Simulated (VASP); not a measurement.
# InP (F-43m) in VASP: Born charges and dielectric tensor with LDA

Aim: the Born charges and dielectric tensor of InP with LDA.

All numbers are computed with VASP 6.6.1; they aren't measurements. Logs are shortened: lines on timing, memory, paths and dates and some standing lists are left out, and cuts for length are marked.

**Measured values to compare with.**

From a printed reference work, data compilation, for a bulk crystal of InP at 1.6 K: band gap 1.4236 eV (direct).

A printed reference work, textbook reports, for a bulk crystal of InP at 300 K: high-frequency dielectric constant 9.61.

The runs below are set against these values where they give the same quantity.

## 1. The crystal as given

Symmetry: F-43m, No. 216, cubic system. The conventional cell has a = 5.879 Å, b = 5.879 Å, c = 5.879 Å, α = 90.00°, β = 90.00°, γ = 90.00°. In (site symmetry -43m) is surrounded by 4 P at 2.55 Å. P (site symmetry -43m) is surrounded by 4 In at 2.55 Å.

The cell is a database's computed one.

## 2. Born charges and dielectric tensor, LDA

The input, INCAR:

```
ALGO = Fast
EDIFF = 1E-8
ENCUT = 600
IBRION = 8
ISIF = 2
ISMEAR = 0
LASPH = True
LCHARG = False
LEPSILON = True
LREAL = False
LWAVE = False
NELM = 100
NSW = 1
PREC = Accurate
SIGMA = 0.02
```

The input, KPOINTS:

```
k-points
0
Gamma
  10 10 10
```

The input, POSCAR:

```
InP
1.0
    0.0000000000      2.9395400000      2.9395400000
    2.9395400000      0.0000000000      2.9395400000
    2.9395400000      2.9395400000      0.0000000000
In P
1 1
Direct
    0.0000000000      0.0000000000      0.0000000000
    0.7500000000      0.7500000000      0.7500000000
```

Potentials or basis: VASP PAW LDA potentials, release 64 (In_d, P).

Started as:

```bash
$ cat potpaw_LDA.64/In_d/POTCAR potpaw_LDA.64/P/POTCAR > POTCAR
$ mpirun -np 1 vasp_std > vasp.out
```

OUTCAR:

```text
EDIFF = 1E-8
   ENCUT = 600
   IBRION = 8
   ISIF = 2
   ISMEAR = 0
   LASPH = True
   LEPSILON = True
   LREAL = False
   NELM = 100
   NSW = 1
   PREC = Accurate

 ion  position               nearest neighbor table
   1  0.000  0.000  0.000-   2 2.55   2 2.55   2 2.55   2 2.55
   2  0.750  0.750  0.750-   1 2.55   1 2.55   1 2.55   1 2.55

  LATTYP: Found a face centered cubic cell.
 ALAT       =     5.8790800000

  Lattice vectors:

 A1 = (   0.0000000000,   2.9395400000,   2.9395400000)
 A2 = (   2.9395400000,   0.0000000000,   2.9395400000)
 A3 = (   2.9395400000,   2.9395400000,   0.0000000000)

Analysis of symmetry for initial positions (statically):
=====================================================================
 Subroutine PRICEL returns:
 Original cell was already a primitive cell.

 Routine SETGRP: Setting up the symmetry group for a
 face centered cubic supercell.

 Subroutine GETGRP returns: Found 24 space group operations
 (whereof 24 operations were pure point group operations)
 out of a pool of 48 trial point group operations.

The static configuration has the point symmetry T_d .

Analysis of symmetry for dynamics (positions and initial velocities):
=====================================================================
 Subroutine PRICEL returns:
 Original cell was already a primitive cell.

 Routine SETGRP: Setting up the symmetry group for a
 face centered cubic supercell.

 Subroutine GETGRP returns: Found 24 space group operations
 (whereof 24 operations were pure point group operations)
 out of a pool of 48 trial point group operations.

The dynamic configuration has the point symmetry T_d .

 Subroutine INISYM returns: Found 24 space group operations
 (whereof 24 operations are pure point group operations),
 and found     1 'primitive' translations

----------------------------------------------------------------------------------------

                                     Primitive cell

  volume of cell :      50.8005

  direct lattice vectors                    reciprocal lattice vectors
     0.000000000  2.939540000  2.939540000    -0.170094641  0.170094641  0.170094641
     2.939540000  0.000000000  2.939540000     0.170094641 -0.170094641  0.170094641
     2.939540000  2.939540000  0.000000000     0.170094641  0.170094641 -0.170094641

  length of vectors
     4.157137335  4.157137335  4.157137335     0.294612560  0.294612560  0.294612560

  position of ions in fractional coordinates (direct lattice)
     0.000000000  0.000000000  0.000000000
     0.750000000  0.750000000  0.750000000

  ion indices of the primitive-cell ions
   primitive index   ion index
                 1           1
                 2           2

----------------------------------------------------------------------------------------

 KPOINTS: k-points

Automatic generation of k-mesh.
 Grid dimensions read from file:
 generate k-points for:   10   10   10

 Generating k-lattice:

  Cartesian coordinates                     Fractional coordinates (reciprocal lattice)
    -0.017009464  0.017009464  0.017009464     0.100000000  0.000000000  0.000000000
     0.017009464 -0.017009464  0.017009464     0.000000000  0.100000000  0.000000000
     0.017009464  0.017009464 -0.017009464     0.000000000  0.000000000  0.100000000

  Length of vectors
     0.029461256  0.029461256  0.029461256

[... 531 lines left out ...]
  free energy    TOTEN  =        -2.53430718 eV

  energy without entropy =       -2.53430718

------------------------ aborting loop because EDIFF is reached ----------------------------------------

--------------------------------------- Ionic step        2  -------------------------------------------

------------------------ aborting loop because EDIFF is reached ----------------------------------------

--------------------------------------- Ionic step        3  -------------------------------------------

------------------------ aborting loop because EDIFF is reached ----------------------------------------

 PIEZOELECTRIC TENSOR FIELD DIRECTION 3  (e Angst)
 -----------------------------------------------------------------------------
    -0.00069  2.75575  0.00000           (  0.00000  0.03431  0.00000)
     2.75575 -0.00069  0.00000           (  0.03431  0.00000  0.00000)
     0.00000  0.00000 -0.00109           (  0.00000  0.00000 -0.00000)

 PIEZOELECTRIC TENSOR FIELD DIRECTION 3  (C/m^2)
 -----------------------------------------------------------------------------
    -0.00022  0.86912  0.00000
     0.86912 -0.00022  0.00000
     0.00000  0.00000 -0.00034

--------------------------------------- Ionic step        4  -------------------------------------------

------------------------ aborting loop because EDIFF is reached ----------------------------------------

[... ionic steps 5 to 6 ...]

--------------------------------------- Ionic step        7  -------------------------------------------

 Free energy of the ion-electron system (eV)
  ---------------------------------------------------
  ---------------------------------------------------
  free energy    TOTEN  =        -0.04908655 eV

  energy without entropy =       -0.04908655

------------------------ aborting loop because EDIFF is reached ----------------------------------------

 INTERNAL STRAIN TENSOR  FOR ION    2  DIRECTION 1   (eV/Angst):
 -----------------------------------------------------------------------------
    -0.00822  0.00000  0.00000
     0.00000  0.00547  6.98183
     0.00000  6.98183  0.00547

 MACROSCOPIC STATIC DIELECTRIC TENSOR (including local field effects in DFT)
 ------------------------------------------------------
          18.376949    -0.000000     0.000000
           0.000000    18.376949    -0.000000
           0.000000     0.000000    18.376949
 ------------------------------------------------------

 PIEZOELECTRIC TENSOR (including local field effects)  for field in x, y, z        (e  Angst)
          XX          YY          ZZ          XY          YZ          ZX
  --------------------------------------------------------------------------------
  x    -0.00000     0.00000    -0.00000     0.00000     2.76235     0.00000
  y     0.00000    -0.00000    -0.00000     0.00000     0.00000     2.76235
  z    -0.00000     0.00000    -0.00000     2.76235     0.00000     0.00000

 PIEZOELECTRIC TENSOR (including local field effects)  for field in x, y, z        (C/m^2)
          XX          YY          ZZ          XY          YZ          ZX
  --------------------------------------------------------------------------------
  x    -0.00000     0.00000    -0.00000     0.00000     0.87121     0.00000
  y     0.00000    -0.00000    -0.00000     0.00000     0.00000     0.87121
  z    -0.00000     0.00000    -0.00000     0.87121     0.00000     0.00000

 BORN EFFECTIVE CHARGES (including local field effects) (in |e|, cummulative output)
 ---------------------------------------------------------------------------------
 ion    1
    1     2.58175    -0.00000    -0.00000
    2    -0.00000     2.58175    -0.00000
    3     0.00000     0.00000     2.58175
 ion    2
    1    -2.58175     0.00000     0.00000
    2     0.00000    -2.58175     0.00000
    3    -0.00000    -0.00000    -2.58175

 INTERNAL STRAIN TENSOR FOR ION    2 for displacements in x,y,z  (eV/Angst):
          X           Y           Z          XY          YZ          ZX
  --------------------------------------------------------------------------------
  x    -0.00000     0.00000     0.00000     0.00000     6.98183     0.00000
  y    -0.00000     0.00000    -0.00000     0.00000     0.00000     6.98183
  z     0.00000     0.00000    -0.00000     6.98183     0.00000     0.00000

 SECOND DERIVATIVES (NOT SYMMETRIZED)
 ------------------------------------
               1X          1Y          1Z          2X          2Y          2Z
  1X    -7.677728    0.000000    0.000000    7.677728    0.000000    0.000000
  1Y     0.000000   -7.677728    0.000000    0.000000    7.677728    0.000000
  1Z     0.000000    0.000000   -7.677728    0.000000    0.000000    7.677728
  2X     7.674656    0.000000    0.000000   -7.674656    0.000000    0.000000
  2Y     0.000000    7.674656    0.000000    0.000000   -7.674656    0.000000
  2Z     0.000000    0.000000    7.674656    0.000000    0.000000   -7.674656

 Eigenvectors and eigenvalues of the dynamical matrix
 ----------------------------------------------------

   1 f  =    8.769222 THz    55.098646 2PiTHz  292.509758 cm-1    36.266571 meV
             X         Y         Z           dx          dy          dz
      0.000000  0.000000  0.000000     0.000000    0.460996    0.000000
      4.409310  4.409310  4.409310     0.000000   -0.887402    0.000000
[... 21 lines left out ...]
   6 f/i=    0.000718 THz     0.004509 2PiTHz    0.023939 cm-1     0.002968 meV
             X         Y         Z           dx          dy          dz
      0.000000  0.000000  0.000000     0.000000    0.000000    0.887402
      4.409310  4.409310  4.409310     0.000000    0.000000    0.460996

--------------------------------------------------------------------------------------------------------

 MACROSCOPIC STATIC DIELECTRIC TENSOR IONIC CONTRIBUTION
 ------------------------------------------------------
           3.093014    -0.000000    -0.000000
          -0.000000     3.093014     0.000000
          -0.000000     0.000000     3.093014
 ------------------------------------------------------

 ELASTIC MODULI CONTR FROM IONIC RELAXATION (kBar)
 Direction    XX          YY          ZZ          XY          YZ          ZX
 --------------------------------------------------------------------------------
 XX          -0.0000      0.0000      0.0000     -0.0000      0.0000      0.0000
 YY           0.0000     -0.0000      0.0000     -0.0000     -0.0000     -0.0000
 ZZ           0.0000      0.0000     -0.0000      0.0000     -0.0000      0.0000
 XY          -0.0000     -0.0000      0.0000   -196.9100      0.0000     -0.0000
 YZ           0.0000     -0.0000     -0.0000      0.0000   -196.9100      0.0000
 ZX           0.0000     -0.0000      0.0000     -0.0000      0.0000   -196.9100
 --------------------------------------------------------------------------------

 PIEZOELECTRIC TENSOR IONIC CONTR  for field in x, y, z        (C/m^2)
          XX          YY          ZZ          XY          YZ          ZX
  --------------------------------------------------------------------------------
  x     0.00000    -0.00000    -0.00000     0.00000    -0.73434     0.00000
  y     0.00000    -0.00000     0.00000    -0.00000     0.00000    -0.73434
  z    -0.00000    -0.00000     0.00000    -0.73434     0.00000    -0.00000
```

Wall time 19 min (1 thread of AMD EPYC 9R45 (Zen 5), shared host); peak memory 0.45 GiB.

What came out:

- Band gap on the k mesh: 0.46 eV, direct
- Electronic dielectric tensor (diagonal): 18.38
- Born charges (mean of the diagonal): In +2.58; P -2.58 e
- Highest phonon frequency at Γ, LO-TO splitting left out: 293 cm⁻¹

Phonon frequencies in cm⁻¹ (negative: imaginary):
| q point | frequencies |
| --- | --- |
| (0.000, 0.000, 0.000) | 0 0 0 293 293 293 |

Electronic dielectric tensor:
```
18.38  0.00  0.00
 0.00 18.38  0.00
 0.00  0.00 18.38
```

Born effective charge tensors (e):
atom 1, In
```
2.58 0.00 0.00
0.00 2.58 0.00
0.00 0.00 2.58
```
atom 2, P
```
-2.58  0.00  0.00
 0.00 -2.58  0.00
 0.00  0.00 -2.58
```

Caveat: the gap is small at this level, which inflates the dielectric constant; spin-orbit coupling is left out, which moves the levels of the heavy elements.

## 3. How close it comes

Step 2. A measured gap of InP is 1.4236 eV (direct; 1.6 K; a printed reference work, data compilation); the calculated 0.46 eV misses it by -0.96 eV. Spin-orbit coupling on In is left out. The value is that of LDA, without temperature or zero-point motion. Semilocal functionals fall short of measured gaps as a rule. The cell is a database's relaxed one, not the measured one, which moves gaps too. Against the measured high-frequency dielectric constant of InP, 9.61 (300 K; a printed reference work, textbook), the calculated 18.38 is off by +91.2 %. So large a miss can be the level of theory's own, or it may mean another phase, state or a wrong row.
